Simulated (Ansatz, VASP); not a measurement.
# CoO: VASP beside Ansatz

```xyz
2
Lattice="1.5055 0.8692 2.4399 -1.5055 0.8692 2.4399 0.0000 -1.7384 2.4399" Properties=species:S:1:pos:R:3 pbc="T T T"
Co    0.0000    0.0000    0.0000
O     0.0000    0.0000    3.6599
```

Alike in both runs: task single point; functional PBEsol; k mesh 6 × 6 × 6; occupations gaussian, width 0.1 eV; collinear spin.

|  | VASP | Ansatz |
| --- | --- | --- |
| version | VASP 6.6.1 | Ansatz 0.2.0 |
| potentials or method | VASP PAW PBE potentials, release 64 (Co, O) | scalar-relativistic, plane waves, PAW |
| plane-wave cutoff (eV) | 520 | 420 |
| valence electrons in the cell | 15 | 23 |

```csv
,VASP,Ansatz,Ansatz less VASP
gap on the k mesh at the Fermi level (eV),none,none,-
pressure (GPa),-11.5,-10.7,+0.79
largest component of the traceless stress (GPa),0.27,0.31,+0.038
net moment per atom (μB),1.38,1.41,+0.025
size of the moment on the site where the two differ most (μB),2.45,2.40,-0.045
```

Site moments also hang on the region over which each program counts them. A gap of «none» marks a metal or a gap that the smearing closes. With one functional, cell and mesh, what is left measures potentials, basis and numerics. The two sets of potentials don't hold the same shells in valence.

Caveats: the k mesh is coarse (spacing up to 0.43 Å⁻¹), so the values aren't converged; the PAW data sets were made with another functional, which shifts forces and pressure a little (VASP); a cell with one magnetic atom can't hold antiferromagnetic order, which such compounds often take; semilocal functionals often make such compounds metallic where correlation or magnetic order opens a gap, which also shifts bond lengths.
